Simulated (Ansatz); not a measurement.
# HfS2 at several levels of theory

One geometry, relaxed with PBE+D3(BJ), and single points on it; plane waves with PAW potentials in Ansatz, scalar-relativistic unless the row names spin-orbit coupling. No spin polarisation. Meshes are on the primitive cell of 3 atoms. Gaps are the least over mesh and band path; pressure is positive in compression. Smearing is Gaussian, 0.02 eV. Rows that don't name D3 lack it, which shows in their pressure.

```cif
data_structure
_symmetry_space_group_name_H-M 'P 1'
_symmetry_Int_Tables_number 1
_cell_length_a 3.6059
_cell_length_b 3.6059
_cell_length_c 5.7704
_cell_angle_alpha 90.000
_cell_angle_beta 90.000
_cell_angle_gamma 120.000
_cell_volume 64.98
loop_
_atom_site_label
_atom_site_type_symbol
_atom_site_fract_x
_atom_site_fract_y
_atom_site_fract_z
_atom_site_occupancy
Hf1 Hf 0.00000 0.00000 0.00000 1
S1 S 0.66667 0.33333 0.74761 1
S2 S 0.33333 0.66667 0.25239 1
```

| level | cutoff (eV) | k mesh | gap (eV) | pressure (GPa) | rough cost with bands (core-min) |
| --- | --- | --- | --- | --- | --- |
| PBE+D3(BJ) | 420 | 12×12×6 | 0.85 | 0.0 | 0.9 |

Task: What do r2SCAN, PBE+D3(BJ) with spin-orbit coupling, PBEsol give on the same cell?

Result:
```
                              level cutoff (eV) k mesh gap (eV) pressure (GPa) rough cost with bands (core-min)
                             r2SCAN          500  12×12×6      1.17             1.6                               1.4
PBE+D3(BJ) with spin-orbit coupling          420  12×12×6      0.84            -0.2                               2.1
                             PBEsol          420  12×12×6      0.76            -1.0                               0.9
```

Spin-orbit coupling is left out except in a row that names it, which matters for the bands of heavy elements.